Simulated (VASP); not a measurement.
## From an Ansatz input to VASP: LiHF$_{2}$ (strained database structure)

Ansatz input

```yaml
crystal:
  lattice:
    - [1.4084060206, 0.8131435951, 4.1881345635]
    - [-1.4084060206, 0.8131435951, 4.1881345635]
    - [0.0, -1.6262871903, 4.1881345635]
  atoms:
    - { symbol: Li, position: [0.0, 0.0, 0.0] }
    - { symbol: H, position: [0.5, 0.5, 0.5] }
    - { symbol: F, position: [0.4115222938, 0.4115222938, 0.4115222938] }
    - { symbol: F, position: [0.5884777062, 0.5884777062, 0.5884777062] }
kpoints:
  mp_grid: { grid: [10, 10, 10] }
  band_path:
    path:
      - [0.0, 0.0, 0.0]
      - [0.5, 0.5, 0.5]
      - [0.8082027842, 0.1917972158, 0.5]
      - [0.5, -0.1917972158, 0.1917972158]
      - [0.5, 0.0, 0.0]
      - [0.3458986079, -0.3458986079, 0.0]
      - [0.6541013921, 0.0, 0.3458986079]
      - [0.5, 0.0, 0.5]
      - [0.354167, 0.4375, 0.4375]
    npoints: 1
hamiltonian:
  xc: r2scan
scf:
  occupations: { method: fixed }
  n_extra_bands: 5
output:
  forces: true
  stress: true
  eigenvalues: true
```

Task: Translate this input to VASP.

Result: 

INCAR

```
EDIFF = 1E-7
SIGMA = 0.01
ISMEAR = 0
NELM = 120
LWAVE = .FALSE.
ALGO = Normal
METAGGA = R2SCAN
LREAL = .FALSE.
LASPH = .TRUE.
ENCUT = 520
NSW = 0
NBANDS = 17
ISIF = 2
PREC = Accurate
IBRION = -1
LCHARG = .FALSE.
```

KPOINTS

```
KPOINTS created by Atomic Simulation Environment
0
Gamma
10 10 10
0 0 0
```

KPOINTS_OPT

```
special points
9
Reciprocal
0.0000000000 0.0000000000 0.0000000000 1
0.5000000000 0.5000000000 0.5000000000 1
0.8082027842 0.1917972158 0.5000000000 1
0.5000000000 -0.1917972158 0.1917972158 1
0.5000000000 0.0000000000 0.0000000000 1
0.3458986079 -0.3458986079 0.0000000000 1
0.6541013921 0.0000000000 0.3458986079 1
0.5000000000 0.0000000000 0.5000000000 1
0.3541670000 0.4375000000 0.4375000000 1
```

POSCAR

```
Li H  F
 1.0000000000000000
     1.4084060206100748    0.8131435951108500    4.1881345635032359
    -1.4084060206100748    0.8131435951108500    4.1881345635032359
     0.0000000000000000   -1.6262871902716998    4.1881345634935281
 Li  H   F
   1   1   2
Cartesian
  0.0000000000000000  0.0000000000000000  0.0000000000000000
 -0.0000000000000000 -0.0000000000249998  6.2822018452500012
  0.0000000000000000 -0.0000000000205760  5.1705322269010647
 -0.0000000000000001 -0.0000000000294237  7.3938714635989395
```

VASP ran with the recommended PBE PAW datasets (18 valence electrons in the cell). Other inputs would serve too.

```tsv
	Ansatz	VASP
gap between bands v and c	9.88 eV	9.92 eV
least direct gap	10.01 eV	10.05 eV
pressure	11.7 GPa	11.5 GPa
largest force	0.03 eV/Å	0.05 eV/Å
```

Each program uses its own PAW datasets. VASP's cell holds 18 valence electrons and Ansatz's 18. Ansatz's stress includes a Pulay correction; VASP's doesn't.
